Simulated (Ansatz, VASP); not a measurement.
Nb in VASP and in Ansatz

```
CELL_PARAMETERS angstrom
-0.02115 2.10442 2.10442
2.10442 -0.02115 2.10442
2.10442 2.10442 -0.02115
ATOMIC_POSITIONS crystal
Nb 0.00000 0.00000 0.00000
```

Change from the starting cell: equal xy, yz and zx shear strains of -1 %.

Alike in both runs: task single point; functional PBEsol; k mesh 13 × 13 × 13; occupations fermi-dirac, width 0.08 eV; no spin polarisation.

|  | VASP | Ansatz |
| --- | --- | --- |
| version | VASP 6.6.1 | Ansatz 0.2.0 |
| potentials or method | VASP PAW PBE potentials, release 64 (Nb_sv), cutoff 520 eV | all-electron LAPW, scalar-relativistic |

VASP gave:

- pressure (GPa): -6.9
- largest component of the traceless stress (GPa): 0.41

Question: Which values does Ansatz return?

Answer: Pressure (GPa): -6.7; largest component of the traceless stress (GPa): 0.42.

Ansatz ran all-electron here, so the differences hold the error of VASP's frozen core and of both bases.

Caveats: the PAW data sets were made with another functional, which shifts forces and pressure a little (VASP).
